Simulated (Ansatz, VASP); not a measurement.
# AlSi63H (Al-H pair in Si) in two plane-wave programs, part 2 of 2

One calculation is typed for both programs; each brings its own data sets. How far apart do they land? Of the first pair: The structure shown is the start of the Ansatz relaxation below; VASP solves that cell, so the two are compared at the walk's first step.

VASP 6.6.1 and Ansatz 0.2.0.

So far. Step 3 (VASP: single point, HSE06, start cell, pair 1): The run ends at a pressure of -0.11 GPa, with forces up to 1.9 eV/Å.

### 4. Side by side

Known differences besides the potentials themselves: exact exchange at q = 0 is treated differently, which shows on coarse meshes; VASP keeps PBE cores, Ansatz makes them for the functional; the cutoff is 420 eV in Ansatz and 400 eV in VASP (PREC = Accurate, projectors in real space); VASP takes a coarser grid for exact exchange (PRECFOCK = Fast). Total energies have different zeros and are not compared.

Forces on 9 of the 65 atoms, those with the largest forces and the largest differences (eV/Å; atoms numbered as in POSCAR):

```
atom          Ansatz x, y, z            VASP x, y, z
 Si4     0.044, 0.377, 0.138     0.051, 0.383, 0.143
 Si5   -0.467, -0.302, 0.444   -0.467, -0.302, 0.436
 Si7   0.442, -0.710, -0.325   0.435, -0.709, -0.325
Si26    -1.094, 0.866, 0.748    -1.088, 0.869, 0.751
Si41    1.073, -1.318, 0.778    1.074, -1.310, 0.781
Si45    0.097, -0.316, 0.542    0.099, -0.316, 0.542
Si48    0.863, 0.906, -1.485    0.866, 0.908, -1.476
Al64    -0.135, 0.295, 0.439    -0.123, 0.304, 0.448
 H65  -0.924, -0.887, -0.898  -0.984, -0.935, -0.952
```

The forces differ by 7.1 meV/Å r.m.s., which is 2.1 % of the r.m.s. force of 0.331 eV/Å (both taken over all components).

### 5. Ansatz: relaxation, HSE06

This run makes the geometry at which the two programs are then compared.

The structure compared here is the end of the Ansatz relaxation.

input.yaml

```yaml
relax:
  f_tol: 0.01
  max_steps: 80
  random_displacement: { amplitude: 0.02, seed: 649 }
crystal:
  lattice:
    - [10.93956649, 0.0, 0.0]
    - [0.0, 10.93956649, 0.0]
    - [0.0, 0.0, 10.93956649]
  atoms:
    - { symbol: Si, position: [0.0, 0.0, 0.25] }
    - { symbol: Si, position: [0.0, 0.25, 0.0] }
    - { symbol: Si, position: [0.25, 0.0, 0.0] }
    - { symbol: Si, position: [0.236809349, 0.236809349, 0.236809349] }
    - { symbol: Si, position: [0.125, 0.125, 0.375] }
    - { symbol: Si, position: [0.125, 0.375, 0.125] }
    - { symbol: Si, position: [0.375, 0.125, 0.125] }
    - { symbol: Al, position: [0.398748656, 0.398748656, 0.398748656] }
    - { symbol: Si, position: [0.0, 0.0, 0.75] }
    - { symbol: Si, position: [0.0, 0.25, 0.5] }
    - { symbol: Si, position: [0.25, 0.0, 0.5] }
    - { symbol: Si, position: [0.25, 0.25, 0.75] }
    - { symbol: Si, position: [0.125, 0.125, 0.875] }
    - { symbol: Si, position: [0.125, 0.375, 0.625] }
    - { symbol: Si, position: [0.375, 0.125, 0.625] }
    - { symbol: Si, position: [0.375, 0.375, 0.875] }
    - { symbol: Si, position: [0.0, 0.5, 0.25] }
    - { symbol: Si, position: [0.0, 0.75, 0.0] }
    - { symbol: Si, position: [0.25, 0.5, 0.0] }
    - { symbol: Si, position: [0.25, 0.75, 0.25] }
    - { symbol: Si, position: [0.125, 0.625, 0.375] }
    - { symbol: Si, position: [0.125, 0.875, 0.125] }
    - { symbol: Si, position: [0.375, 0.625, 0.125] }
    - { symbol: Si, position: [0.375, 0.875, 0.375] }
    - { symbol: Si, position: [0.0, 0.5, 0.75] }
    - { symbol: Si, position: [0.0, 0.75, 0.5] }
    - { symbol: Si, position: [0.25, 0.5, 0.5] }
    - { symbol: Si, position: [0.25, 0.75, 0.75] }
    - { symbol: Si, position: [0.125, 0.625, 0.875] }
    - { symbol: Si, position: [0.125, 0.875, 0.625] }
    - { symbol: Si, position: [0.375, 0.625, 0.625] }
    - { symbol: Si, position: [0.375, 0.875, 0.875] }
    - { symbol: Si, position: [0.5, 0.0, 0.25] }
    - { symbol: Si, position: [0.5, 0.25, 0.0] }
    - { symbol: Si, position: [0.75, 0.0, 0.0] }
    - { symbol: Si, position: [0.75, 0.25, 0.25] }
    - { symbol: Si, position: [0.625, 0.125, 0.375] }
    - { symbol: Si, position: [0.625, 0.375, 0.125] }
    - { symbol: Si, position: [0.875, 0.125, 0.125] }
    - { symbol: Si, position: [0.875, 0.375, 0.375] }
    - { symbol: Si, position: [0.5, 0.0, 0.75] }
    - { symbol: Si, position: [0.5, 0.25, 0.5] }
    - { symbol: Si, position: [0.75, 0.0, 0.5] }
    - { symbol: Si, position: [0.75, 0.25, 0.75] }
    - { symbol: Si, position: [0.625, 0.125, 0.875] }
    - { symbol: Si, position: [0.625, 0.375, 0.625] }
    - { symbol: Si, position: [0.875, 0.125, 0.625] }
    - { symbol: Si, position: [0.875, 0.375, 0.875] }
    - { symbol: Si, position: [0.5, 0.5, 0.25] }
    - { symbol: Si, position: [0.5, 0.75, 0.0] }
    - { symbol: Si, position: [0.75, 0.5, 0.0] }
    - { symbol: Si, position: [0.75, 0.75, 0.25] }
    - { symbol: Si, position: [0.625, 0.625, 0.375] }
    - { symbol: Si, position: [0.625, 0.875, 0.125] }
    - { symbol: Si, position: [0.875, 0.625, 0.125] }
    - { symbol: Si, position: [0.875, 0.875, 0.375] }
    - { symbol: Si, position: [0.5, 0.5, 0.75] }
    - { symbol: Si, position: [0.5, 0.75, 0.5] }
    - { symbol: Si, position: [0.75, 0.5, 0.5] }
    - { symbol: Si, position: [0.75, 0.75, 0.75] }
    - { symbol: Si, position: [0.625, 0.625, 0.875] }
    - { symbol: Si, position: [0.625, 0.875, 0.625] }
    - { symbol: Si, position: [0.875, 0.625, 0.625] }
    - { symbol: Si, position: [0.875, 0.875, 0.875] }
    - { symbol: H, position: [0.316442, 0.316442, 0.316442] }
basis:
  ecutwfc: 420
  xc_grid: 2
hamiltonian:
  xc: hse06
kpoints:
  mp_grid: { grid: [1, 1, 1] }
scf:
  occupations: { method: fermi_dirac, width: 0.01 }
  max_iter: 120
output:
  forces: true
checkpoint:
  write: "../relax.run"
  compress: false
  write_wavefunctions: true
  write_every: 100000
```

Started as:

```bash
$ ansatz run input.yaml --threads 4 --pin off --max-ram 7536MiB --backend cpu --events-out ev --progress --plain --runs-dir out
```

Numbers of over 12 decimals in the logs are rounded to 6 here.

Log:

```text
[...]
Crystal: 65 atoms, lattice volume = 1309.183 Å³
Basis set: ecut = 420 eV, 25677 PW (Γ), exchange–correlation on 150×150×150 points (8 copies of the dense FFT grid, shifted against one another)
Bands: 193, of which v1, the nominal top of the filled ones, is band 128 counted from 1 (127 counted from 0)
Symmetry: 1 space group operations
k-points: 1
[...]
SCF iter   1: F=—  HF=-40600.756814 eV  |F-HF|=—  |Δ(HF+E_count)|=         —  Δρ=2.06e-3  dr2=1.24e-1  ethr=1.77e-3  ⟨swp⟩=17.0  Hψ=1376  notcnv=0  reapply=1
[...]
- { symbol: Si, position: [0.119195, 0.118429, 0.375926] }
    - { symbol: Si, position: [0.118929, 0.375691, 0.118233] }
    - { symbol: Si, position: [0.379366, 0.124656, 0.124704] }
    - { symbol: Al, position: [0.398422, 0.395182, 0.395342] }
    - { symbol: Si, position: [0.0010101, -0.000375717, 0.749932] }
[...]
- { symbol: Si, position: [0.625891, 0.624782, 0.874929] }
    - { symbol: Si, position: [0.625902, 0.874868, 0.624884] }
    - { symbol: Si, position: [0.875099, 0.624343, 0.624455] }
    - { symbol: Si, position: [0.875590, 0.874762, 0.874847] }
    - { symbol: H, position: [0.275870, 0.326947, 0.325169] }
```

### 6. VASP: single point, HSE06, relaxed cell, pair 2

The same cell, functional, mesh and smearing now go to VASP, with its own data sets.

The run reads the wave functions of an earlier VASP run, which isn't shown here.

INCAR

```
SYSTEM = AlSi63H
PREC = Accurate
ENCUT = 400
EDIFF = 1E-06
NELM = 100
ISMEAR = -1
SIGMA = 0.01
LREAL = Auto
ALGO = Normal
LHFCALC = .TRUE.
AEXX = 0.25
GGA = PE
HFSCREEN = 0.208
LASPH = .TRUE.
NBANDS = 173
PRECFOCK = Fast
LORBIT = 11
LWAVE = .FALSE.
LCHARG = .FALSE.
ISIF = 2
```

POSCAR

```
AlSi63H
1.0
   10.9395664900      0.0000000000      0.0000000000
    0.0000000000     10.9395664900      0.0000000000
    0.0000000000      0.0000000000     10.9395664900
Si Al H
63 1 1
Direct
    0.9970796175      0.9961151129      0.2489100047
    0.9968581144      0.2487576494      0.9959975403
    0.2511397301      0.0012578348      0.0013359923
    0.2302624861      0.2341922896      0.2341028030
    0.1191953711      0.1184289597      0.3759256115
    0.1189289706      0.3756911343      0.1182327340
    0.3793658264      0.1246555643      0.1247041403
    0.0010100984      0.9996242834      0.7499324437
    0.0005274229      0.2506551460      0.5000370780
    0.2507543153      0.9988705369      0.4999740208
    0.2508226539      0.2499571625      0.7495737757
    0.1260354204      0.1248429751      0.8746092217
    0.1255541044      0.3758659525      0.6257275800
    0.3755987445      0.1227418141      0.6265887840
    0.3757095342      0.3750688864      0.8742578035
    0.0005375843      0.4998910999      0.2506539175
    0.0010361344      0.7498915699      0.9997369447
    0.2507316171      0.4998201995      0.9990033345
    0.2508463096      0.7494606654      0.2500683676
    0.1255670003      0.6255660321      0.3759192184
    0.1260845568      0.8745487458      0.1249736854
    0.3756252076      0.6264011223      0.1229269183
    0.3757112557      0.8741930661      0.3751366147
    0.9999750899      0.4993510788      0.7495506096
    0.9999671646      0.7493900564      0.4993977545
    0.2473952486      0.5081927360      0.5083063886
    0.2504667550      0.7534097768      0.7534703769
    0.1252621315      0.6248195182      0.8744370534
    0.1252101675      0.8742980108      0.6248616153
    0.3751185045      0.6299042769      0.6299607967
    0.3757126441      0.8769936981      0.8771017747
    0.5018859146      0.9992058577      0.2517497126
    0.5018948324      0.2517263765      0.9993037943
    0.7497638517      0.9994674619      0.9995679190
    0.7506451944      0.2498025860      0.2498916281
    0.6289098005      0.1224552087      0.3760148175
    0.6289122227      0.3759836162      0.1225978187
    0.8744703350      0.1243129386      0.1244200311
    0.8752802610      0.3747700099      0.3748396459
    0.5001003631      0.9987755951      0.7506593122
    0.5070990942      0.2414356101      0.5058836828
    0.7527852897      0.9988287682      0.5006586151
    0.7511993923      0.2504225647      0.7509960982
    0.6253103596      0.1246986343      0.8745125504
    0.6270418228      0.3732704936      0.6264041027
    0.8761809601      0.1254791663      0.6258059149
    0.8749881388      0.3756279100      0.8735301652
    0.5072330543      0.5058687235      0.2417227670
    0.5000544699      0.7504852442      0.9988692841
    0.7527766994      0.5005851535      0.9989048875
    0.7513110387      0.7510438499      0.2504426830
    0.6272075851      0.6264865762      0.3733742113
    0.6252654335      0.8744091993      0.1247285827
    0.8762133959      0.6257344395      0.1255460378
    0.8751191995      0.8735561789      0.3757072491
    0.5009306314      0.5000681665      0.7497147701
    0.5009520773      0.7496766347      0.5001415684
    0.7497565842      0.4994422039      0.4995183201
    0.7506268702      0.7496660041      0.7497526878
    0.6258906491      0.6247817163      0.8749287513
    0.6259018624      0.8748683341      0.6248840046
    0.8750986566      0.6243427207      0.6244551356
    0.8755899823      0.8747616960      0.8748471357
    0.3984216480      0.3951824145      0.3953422428
    0.2758696650      0.3269466517      0.3251687968
```

KPOINTS

```
Automatic mesh
0
Gamma
1 1 1
0 0 0
```

The projector-augmented-wave data sets are Si, Al and H (PBE family, release 64).

Started as:

```bash
$ export OMP_NUM_THREADS=3
$ mpirun -np 1 vasp_gam
```

Log:

```text
[... set-up lines as in an earlier step ...]
 entering main loop
       N       E                     dE             d eps       ncg     rms          rms(c)
DAV:   1    -0.396466784044E+03   -0.39647E+03   -0.12778E+01   346   0.752E+00    0.204E+01
DAV:   2    -0.396567663286E+03   -0.10088E+00   -0.32856E-01   468   0.116E+00    0.147E+01
DAV:   3    -0.396554879132E+03    0.12784E-01   -0.10467E-02   383   0.173E-01    0.875E+00
DAV:   4    -0.396548844726E+03    0.60344E-02   -0.17285E-03   375   0.807E-02    0.507E+00
[...]
DAV:   9    -0.396545669232E+03    0.20779E-04   -0.94969E-06   375   0.585E-03    0.299E-01
DAV:  10    -0.396545665215E+03    0.40171E-05   -0.29715E-06   255   0.336E-03    0.171E-01
DAV:  11    -0.396545665613E+03   -0.39737E-06   -0.13851E-06   215   0.235E-03
   1 F= -.39654567E+03 E0= -.39654567E+03  d E =-.226123E-10
```

OUTCAR, selected parts (step 6):

```text
  Total       -1.8433278     -2.6673911     -2.6272652      0.7227936     -0.1640597      0.7484950
  in kB       -2.2558635     -3.2643516     -3.2152457      0.8845544     -0.2007762      0.9160077
  external PRESSURE =      -2.9118203 kB  Pullay stress =       0.0000000 kB

 POSITION                                       TOTAL-FORCE (eV/Angst)
 -----------------------------------------------------------------------------------
     10.90762     10.89707      2.72297         0.005536      0.005005      0.002977
     10.90520      2.72130     10.89578         0.005198     -0.000670      0.004966
      2.74736      0.01376      0.01462        -0.005156     -0.007184     -0.005938
      2.51897      2.56196      2.56098         0.000377      0.009068      0.011066
      1.30395      1.29556      4.11246        -0.002177     -0.003390     -0.009026
      1.30103      4.10990      1.29341         0.001265     -0.005354     -0.001410
      4.15010      1.36368      1.36421         0.002381      0.005460      0.004186
      0.01105     10.93546      8.20394        -0.002192     -0.001657     -0.000217
      0.00577      2.74206      5.47019        -0.000796     -0.002707     -0.001796
      2.74314     10.92721      5.46950        -0.001713     -0.002271     -0.000195
      2.74389      2.73442      8.20001         0.000016     -0.000036      0.002700
      1.37877      1.36573      9.56785        -0.002428      0.000175     -0.007264
      1.37351      4.11181      6.84519        -0.001756      0.000162     -0.000098
      4.10889      1.34274      6.85461         0.000735      0.001147     -0.004221
[...]
-----------------------------------------------------------------------------------
    total drift:                                0.002958      0.054666      0.051429

  FREE ENERGIE OF THE ION-ELECTRON SYSTEM (eV)
  ---------------------------------------------------
  free  energy   TOTEN  =      -396.5456656125 eV

  energy  without entropy=     -396.5456656125  energy(sigma->0) =     -396.54566561

[... 1 part as in an earlier step ...]

[... 1 further part left out ...]
```

The run ends at a pressure of -0.29 GPa, with forces up to 0.032 eV/Å.

### 7. Side by side

Both answers:

```
              quantity  Ansatz   VASP  difference
gap on the k mesh (eV)   1.226  1.246      -0.020
```

At this near-relaxed geometry the largest component of a force difference is 25 meV/Å. A gap on the mesh is an upper bound, since the band edges may lie between its points.

### 8. Outcome

```json
{
 "r.m.s. force difference (single point, HSE06, start cell, pair 1)": "2.1 % of the r.m.s. force",
 "difference in gap on the k mesh (single point, HSE06, relaxed cell, pair 2)": "-0.020 eV"
}
```

What this shows: The r.m.s. force difference is 2.1 % of the r.m.s. force (single point, HSE06, start cell, pair 1), within the 3 % picked in this series as the mark of a large difference. How closely two codes agree says nothing of how well the functional describes the real material.

[Lines on the potential files, build, host, timing and source positions are cut from VASP's logs without a mark.]

[Logs are printed without paths, hosts, clocks, repeated set-up lines and the standing remarks that a program may print on its own settings, such as how far it seeks lower states.]

[Hosts, paths, dates, database ids (printed as entryN), source tags and the programs' standing remarks are cut or masked in the printed files.]
